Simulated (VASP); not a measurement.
Write the native input for VASP 6.6.1 that does the following.

- Task: atomic charges
- Functional: HSE06
- Potentials or basis: VASP PAW PBE potentials, release 64 (Cd, F)
- Cutoff: 520 eV
- k mesh: 5 × 5 × 2
- Occupations: gaussian, width 0.05 eV
- Spin: no spin polarisation
- Grid for exact exchange (PRECFOCK): Fast
- Screening parameter: 0.2 1/A
- Further INCAR settings: ALGO = Normal; EDIFF = 1e-06

Cd3F:

```xyz
4
Lattice="3.4428 0.0000 0.0000 0.0000 3.4428 0.0000 0.0000 0.0000 8.9760" Properties=species:S:1:pos:R:3 pbc="T T T"
Cd    1.7048    1.6941    6.8508
Cd   -0.0135   -0.0079    4.5273
Cd    1.6520    1.7153    2.1587
F     0.0248   -0.0490   -0.0184
```

The cell was built by a generator and needn't be a form met in nature.

The cell isn't the ideal one: atoms moved at random, drawn with an rms of 0.05 Å.

These files were run (other wordings do the same):

POSCAR

```
Cd3F
1.0
    3.4428443700      0.0000000000      0.0000000000
    0.0000000000      3.4428443700      0.0000000000
    0.0000000000      0.0000000000      8.9760332300
Cd F
3 1
Direct
    0.4951660000      0.4920610000      0.7632320000
   -0.0039250000     -0.0022860000      0.5043810000
    0.4798220000      0.4982140000      0.2405010000
    0.0072090000     -0.0142430000     -0.0020530000
```

INCAR.step1

```
PREC = Accurate ; ENCUT = 520
EDIFF = 1E-5 ; ISMEAR = 0
SIGMA = 0.05 ; LREAL = False
LASPH = True ; NELM = 80
ALGO = Normal ; ISIF = 2
LWAVE = True ; LCHARG = False
GGA = PE
```

INCAR.step2

```
PREC = Accurate ; ENCUT = 520
EDIFF = 1E-6 ; ISMEAR = 0
SIGMA = 0.05 ; LREAL = False
LASPH = True ; NELM = 80
ALGO = Normal ; ISIF = 2
LWAVE = False ; LCHARG = False
GGA = PE ; LHFCALC = True
HFSCREEN = 0.2 ; PRECFOCK = Fast
LORBIT = 11 ; ISTART = 1
```

KPOINTS

```
regular mesh
0
Gamma
  5 5 2
```

Potentials or basis: VASP PAW PBE potentials, release 64 (Cd, F).

The run is started by

```bash
$ cat potpaw_PBE.64/Cd/POTCAR potpaw_PBE.64/F/POTCAR > POTCAR
$ cp INCAR.step1 INCAR
$ mpirun -np 1 vasp_std > vasp.out
$ cp INCAR.step2 INCAR
$ mpirun -np 1 vasp_std > vasp.out
```

Results of the run:

```yaml
Pressure: -7.3 GPa
Largest_force: 0.510 eV/Å
Band_gap_on_the_k_mesh: none (metal or under the smearing width)
Valence_electrons_inside_the_program's_atomic_spheres: Cd 10.18, 10.27; F 6.03
```

Caveat: the k mesh is coarse (spacing up to 0.36 Å⁻¹), so the values aren't converged, least of all with exact exchange; the PAW data sets were made with another functional, which shifts forces and pressure a little; an odd number of electrons without spin polarisation forces a metal; a magnetic or distorted state may lie lower.

It took 21 min on 1 thread of Intel(R) Xeon(R) 6975P-C (Granite Rapids) (shared host), peak memory 0.38 GiB.
